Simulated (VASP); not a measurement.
# Be (Im-3m) in VASP: notebook, part 2 of 2

VASP 6.6.1. The steps go on from the part before.

## (3) Single point, PBEsol

Input file INCAR:

```
SYSTEM = Be
ALGO     = Normal         ! electronic algorithm
EDIFF    = 1E-7           ! SCF threshold, eV
ENCUT    = 520            ! plane-wave cutoff, eV
GGA      = PS             ! functional
ISIF     = 2              ! what is computed and relaxed
ISMEAR   = 0              ! smearing method
LASPH    = .TRUE.         ! aspherical terms in the spheres
LCHARG   = .FALSE.        ! write CHGCAR
LREAL    = .FALSE.        ! projectors in reciprocal space
LWAVE    = .FALSE.        ! write WAVECAR
NBANDS   = 7              ! bands
NELM     = 100            ! most SCF steps
PREC     = Accurate       ! precision mode
SIGMA    = 0.15           ! smearing width, eV
```

Input file KPOINTS:

```
k-points
0
G
  30 30 30
  0 0 0
```

Input file POSCAR:

```
Be
1.0
   -1.2531209513      1.2531209513      1.2531209513
    1.2531209513     -1.2531209513      1.2531209513
    1.2531209513      1.2531209513     -1.2531209513
Be
1
Direct
    0.0000000000      0.0000000000      0.0000000000
```

Potentials or basis: VASP PAW PBE potentials, release 64 (Be).

On the command line:

```bash
$ cat potpaw_PBE.64/Be/POTCAR > POTCAR
$ mpirun -np 1 vasp_std > vasp.out
```

OUTCAR:

```text
SYSTEM = Be
   EDIFF = 1E-7
   ENCUT = 520
   GGA = PS
   ISIF = 2
   ISMEAR = 0
   LASPH = .TRUE.
   LREAL = .FALSE.
   NELM = 100
   PREC = Accurate

 ion  position               nearest neighbor table
   1  0.000  0.000  0.000-

  LATTYP: Found a body centered cubic cell.
 ALAT       =     2.5062419026

  Lattice vectors:

 A1 = (  -1.2531209513,   1.2531209513,   1.2531209513)
 A2 = (   1.2531209513,  -1.2531209513,   1.2531209513)
 A3 = (   1.2531209513,   1.2531209513,  -1.2531209513)

Analysis of symmetry for initial positions (statically):
=====================================================================
 Subroutine PRICEL returns:
 Original cell was already a primitive cell.

 Routine SETGRP: Setting up the symmetry group for a
 body centered cubic supercell.

 Subroutine GETGRP returns: Found 48 space group operations
 (whereof 48 operations were pure point group operations)
 out of a pool of 48 trial point group operations.

The static configuration has the point symmetry O_h .

Analysis of symmetry for dynamics (positions and initial velocities):
=====================================================================
 Subroutine PRICEL returns:
 Original cell was already a primitive cell.

 Routine SETGRP: Setting up the symmetry group for a
 body centered cubic supercell.

 Subroutine GETGRP returns: Found 48 space group operations
 (whereof 48 operations were pure point group operations)
 out of a pool of 48 trial point group operations.

The dynamic configuration has the point symmetry O_h .

 Subroutine INISYM returns: Found 48 space group operations
 (whereof 48 operations are pure point group operations),
 and found     1 'primitive' translations

----------------------------------------------------------------------------------------

                                     Primitive cell

  volume of cell :       7.8712

  direct lattice vectors                    reciprocal lattice vectors
    -1.253120951  1.253120951  1.253120951     0.000000000  0.399003783  0.399003783
     1.253120951 -1.253120951  1.253120951     0.399003783  0.000000000  0.399003783
     1.253120951  1.253120951 -1.253120951     0.399003783  0.399003783  0.000000000

  length of vectors
     2.170469156  2.170469156  2.170469156     0.564276561  0.564276561  0.564276561

  position of ions in fractional coordinates (direct lattice)
     0.000000000  0.000000000  0.000000000

  ion indices of the primitive-cell ions
   primitive index   ion index
                 1           1

----------------------------------------------------------------------------------------

 KPOINTS: k-points

Automatic generation of k-mesh.
 Grid dimensions read from file:
 generate k-points for:   30   30   30

 Generating k-lattice:

  Cartesian coordinates                     Fractional coordinates (reciprocal lattice)
     0.000000000  0.013300126  0.013300126     0.033333333  0.000000000  0.000000000
     0.013300126  0.000000000  0.013300126     0.000000000  0.033333333  0.000000000
     0.013300126  0.013300126  0.000000000     0.000000000  0.000000000  0.033333333

  Length of vectors
     0.018809219  0.018809219  0.018809219

  Shift w.r.t. Gamma in fractional coordinates (k-lattice)
     0.000000000  0.000000000  0.000000000

 Subroutine IBZKPT returns following result:
 ===========================================

 Found    752 irreducible k-points:

 Following reciprocal coordinates:
            Coordinates               Weight
  0.000000  0.000000  0.000000      1.000000
  0.033333  0.000000  0.000000     12.000000
  0.066667  0.000000  0.000000     12.000000
  0.100000  0.000000  0.000000     12.000000
  0.133333  0.000000  0.000000     12.000000
  0.166667  0.000000  0.000000     12.000000
[... 16 lines left out ...]
  0.233333  0.033333  0.000000     48.000000
  0.266667  0.033333  0.000000     48.000000
 [... further k-points ...]
   k-points           NKPTS =    752   k-points in BZ     NKDIM =    752   number of bands    NBANDS=      7
   number of dos      NEDOS =    301   number of ions     NIONS =      1
   total plane-waves  NPLWV =   4096
   dimension x,y,z NGX =    16 NGY =   16 NGZ =   16
   dimension x,y,z NGXF=    32 NGYF=   32 NGZF=   32
   ions per type =               1
   NGX,Y,Z   is equivalent  to a cutoff of  12.26, 12.26, 12.26 a.u.
   NGXF,Y,Z  is equivalent  to a cutoff of  24.51, 24.51, 24.51 a.u.
 SYSTEM =  Be
   PREC   = accura    normal or accurate (medium, high low for compatibility)
   ISTART =      0    job   : 0-new  1-cont  2-samecut
   ICHARG =      2    charge: 1-file 2-atom 10-const
   ISPIN  =      1    spin polarized calculation?
   LNONCOLLINEAR =      F non collinear calculations
   LSORBIT =      F    spin-orbit coupling
   LASPH  =      T    aspherical Exc in radial PAW
   ENCUT  =  520.0 eV  38.22 Ry    6.18 a.u.   4.04  4.04  4.04*2*pi/ulx,y,z
   NELM   =    100;   NELMIN=  2; NELMDL= -5     # of ELM steps
   EDIFF  = 0.1E-06   stopping-criterion for ELM
   LREAL  =      F    real-space projection
   EDIFFG = 0.1E-05   stopping-criterion for IOM
   NSW    =      0    number of steps for IOM
   IBRION =     -1    ionic relax: 0-MD 1-quasi-New 2-CG
   NFREE  =      0    steps in history (QN), initial steepest desc. (CG)
   ISIF   =      2    stress and relaxation
   ISYM   =      2    0-nonsym 1-usesym 2-fastsym
   POTIM  = 0.5000    time-step for ionic-motion
   TEBEG  =    0.0;   TEEND  =   0.0 temperature during run
   PSTRESS=    0.0 pullay stress
   NELECT =       2.0000    total number of electrons
   NUPDOWN=      -1.0000    fix difference up-down
   EMIN   =  10.00;   EMAX   =-10.00  energy-range for DOS
   EFERMI =   0.00;   METHOD = LEGACY
   ISMEAR =     0;   SIGMA  =   0.15  broadening in eV -4-tet -1-fermi 0-gaus
   EFERMI_NEDOS =   21; number of points for ismear=-14 and -15
   IALGO  =     38    algorithm
   IMIX   =      4    mixing-type and parameters
     AMIX     =   0.40;   BMIX     =  1.00
     AMIX_MAG =   1.60;   BMIX_MAG =  1.00
  volume/ion in A,a.u.               =       7.87        53.12
  Fermi-wavevector in a.u.,A,eV,Ry     =   1.036904  1.959464 14.628572  1.075170
  Thomas-Fermi vector in A             =   2.171317
   LORBIT       =      0    0 simple, 1 ext, 2 COOP (PROOUT), +10 PAW based schemes
   GGA     = PS    functional components
   LHFCALC =     F    Hartree Fock is set to
   AEXX    =    0.0000 exact exchange contribution
   IVDW    =     0    specifies the selected vdW correction
   LEPSILON=     F    determine dielectric tensor
   LRPA    =     F    only Hartree local field effects (RPA)
 non-spin polarized calculation
 Gauss-broadening in eV      SIGMA  =   0.15
  energy-cutoff  :      520.00
  volume of cell :        7.87
 maximum number of plane-waves:       236
   NGX =  7   NGY =  7   NGZ =  7

 number of electron       2.0000000 magnetization

 Free energy of the ion-electron system (eV)
  ---------------------------------------------------
  ext. energy  EPLUGINS =         0.00000000
  ---------------------------------------------------
  free energy    TOTEN  =        -3.90071070 eV

  energy without entropy =       -3.89955871  energy(sigma->0) =       -3.90013471

 E-fermi :   7.9344     XC(G=0): -10.6281

 val. band max:        7.9098321538   @ k =  -0.4000  -0.4000   0.1333
 cond. band min:       7.9555782996   @ k =   0.2667   0.2667   0.1667
 fundamental gap:      0.0457461458
 Fermi energy:         7.9343793031

 k-point     1 :       0.0000    0.0000    0.0000
  band No.  band energies     occupation
      1      -4.3161      2.00000
      2      27.2591      0.00000
      3      27.2591      0.00000
      4      27.2591      0.00000
      5      38.6176      0.00000
      6      38.6176      0.00000
      7      38.6176      0.00000
[... 221 lines left out ...]
 k-point    24 :       0.2667    0.0333    0.0000
  band No.  band energies     occupation
      1      -1.4861      2.00000
      2      16.2679      0.00000
      3      21.9445      0.00000
      4      24.4752      0.00000
      5      30.8846      0.00000
      6      33.3088      0.00000
      7      39.8698      0.00000

 [... further k-points ...]

------------------------ aborting loop because EDIFF is reached ----------------------------------------

  FORCE on cell =-STRESS in cart. coord.  units (eV):
  Direction    XX          YY          ZZ          XY          YZ          ZX
  --------------------------------------------------------------------------------------
  -------------------------------------------------------------------------------------
  Total       -0.0794555     -0.0794555     -0.0794555      0.0000000      0.0000000     -0.0000000
  in kB      -16.1731875    -16.1731875    -16.1731875      0.0000000      0.0000000     -0.0000000
  external PRESSURE =     -16.1731875 kB  Pullay stress =       0.0000000 kB

 VOLUME and BASIS-vectors are now :
 -----------------------------------------------------------------------------
  energy-cutoff  :      520.00
  volume of cell :        7.87
      direct lattice vectors                 reciprocal lattice vectors
    -1.253120951  1.253120951  1.253120951     0.000000000  0.399003783  0.399003783
     1.253120951 -1.253120951  1.253120951     0.399003783  0.000000000  0.399003783
     1.253120951  1.253120951 -1.253120951     0.399003783  0.399003783  0.000000000

 POSITION                                       TOTAL-FORCE (eV/Angst)
 -----------------------------------------------------------------------------------
      0.00000      0.00000      0.00000         0.000000      0.000000      0.000000
 -----------------------------------------------------------------------------------
    total drift:                                0.000000     -0.000000     -0.000000

  FREE ENERGIE OF THE ION-ELECTRON SYSTEM (eV)
  ---------------------------------------------------
  free  energy   TOTEN  =        -3.9007107047 eV

  energy  without entropy=       -3.8995587081  energy(sigma->0) =       -3.90013471
```

Run time: 6.9 s. Hardware: 1 thread of Intel Xeon 6975P-C (Granite Rapids), shared host; peak memory 0.14 GiB.

What came out:

```
Free energy            : -3.9007 eV
Pressure               : -1.6 GPa
Band gap on the k mesh : none (metal or under the smearing width)
```

Caveat: the PAW data sets were made with another functional, which shifts forces and pressure a little.
